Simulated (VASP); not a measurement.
Runs of VASP 6.6.1 on CrO2. Symmetry: P-3m1, No. 164, trigonal system. Conventional cell: a = 2.780 Å, b = 2.780 Å, c = 4.485 Å, α = 90.00°, β = 90.00°, γ = 120.00°. Cr (site symmetry -3m) has 6 O at 1.96 Å as nearest neighbours. O (site symmetry 3m) has 3 Cr at 1.96 Å as nearest neighbours. Measurements of this composition are mostly on another form, of space group No. 136.

```csv
spin,U,fixed moment (μB),gap on the mesh (eV),pressure (GPa),moment (μB),largest force (eV/Å)
"collinear, zero start",Cr d U = 5 eV,-,none,-10.4,0.03,(b)
"collinear, ferromagnetic start",Cr d U = 5 eV,1,-,1.6,1.00,2.24
"collinear, random start",Cr d U = 5 eV,-,none,9.1,2.00,1.41
"collinear, ferromagnetic start",Cr d U = 5 eV,-,none,9.1,2.00,1.41
"collinear, random start",Cr d U = 7 eV,-,none,16.5,2.00,(a)
```

Alike in all rows: task single point; level r2SCAN+U; potentials or basis VASP PAW PBE potentials, release 64 (Cr_pv, O); cell as given; k mesh 8 × 8 × 4; cutoff (eV) 520; smearing gaussian 0.05 eV.

**Question.** Fill in the values left out.

**Answer.** (a) 0.86; (b) 2.21.

Caveats: the PAW data sets were made with another functional, which shifts forces and pressure a little; a cell with one magnetic atom can't hold antiferromagnetic order, which such compounds often take (some runs); the moment is held away from its start (some runs); the total moment is fixed, so each spin has its own Fermi level (some runs).

A gap of «none» marks a metal or a gap under the smearing width.
